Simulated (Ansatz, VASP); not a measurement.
## Two plane-wave programs on Ta

Contents of INCAR:

```
PREC = Accurate
ENCUT = 520
EDIFF = 1E-7
ISMEAR = -1
SIGMA = 0.05
LREAL = F
LASPH = T
NELM = 100
ALGO = Normal
ISIF = 2
LWAVE = F
LCHARG = T
GGA = PE
LELF = T
LVHAR = T
NBANDS = 18
```

Contents of KPOINTS:

```
regular mesh
0
Gamma
  11 11 5
```

The input POSCAR:

```
Ta
1.0
    2.9003720726      0.0000000000      0.0000000000
   -1.4501860363      2.5117958953      0.0000000000
    0.0000000000      0.0000000000      5.1662740000
Ta
2
Direct
    0.3333333333      0.6666666667      0.2500000000
    0.6666666667      0.3333333333      0.7500000000
```

File input.yaml:

```yaml
crystal:
  lattice:
    - [2.9003720726, 0.0, 0.0]
    - [-1.4501860363, 2.5117958953, 0.0]
    - [0.0, 0.0, 5.166274]
  atoms:
    - { symbol: Ta, position: [0.3333333333, 0.6666666667, 0.25] }
    - { symbol: Ta, position: [0.6666666667, 0.3333333333, 0.75] }
hamiltonian:
  xc: pbe
  pseudopotentials: { kind: paw, level: accurate }
kpoints:
  mp_grid: { grid: [11, 11, 5] }
  band_path:
    path:
      - [[0.0, 0.0, 0.0], [0.5, 0.0, 0.0], [0.3333333333, 0.3333333333, 0.0], [0.0, 0.0, 0.0], [0.0, 0.0, 0.5], [0.5, 0.0, 0.5], [0.3333333333, 0.3333333333, 0.5], [0.0, 0.0, 0.5]]
      - [[0.5, 0.0, 0.5], [0.5, 0.0, 0.0]]
      - [[0.3333333333, 0.3333333333, 0.0], [0.3333333333, 0.3333333333, 0.5]]
    npoints: 14
scf:
  occupations: { method: fermi_dirac, width: 0.05 }
  n_extra_bands: 6
output:
  forces: true
  stress: true
  eigenvalues: true
  fatbands: false
  write_density: true
  write_potential: true
  elf: true
  volumetric_format: npy
```

This isn't the form of Ta at room conditions, which is bcc.

Alike in both runs: functional PBE; k mesh 11 × 11 × 5; occupations fermi-dirac, width 0.05 eV; no spin polarisation.

|  | VASP | Ansatz |
| --- | --- | --- |
| version | VASP 6.6.1 | Ansatz 0.2.0 |
| potentials or method | VASP PAW PBE potentials, release 64 (Ta_pv) | Ansatz PAW earlier set |
| plane-wave cutoff (eV) | 520 | 640 |
| valence electrons in the cell | 22 | 54 |
| task | single point | band structure |

|  | VASP | Ansatz | Ansatz less VASP |
| --- | --- | --- | --- |
| gap on the k mesh at the Fermi level (eV) | none | none | - |
| pressure (GPa) | -0.9 | -0.9 | -0.01 |
| largest component of the traceless stress (GPa) | 0.66 | 0.68 | +0.025 |

A gap of «none» marks a metal or a gap that the smearing closes. The two sets of potentials don't hold the same shells in valence.

Caveats: spin-orbit coupling is left out, which moves the levels of the heavy elements (Ansatz). The runs have no spin-orbit coupling, so splittings on Ta are missing.
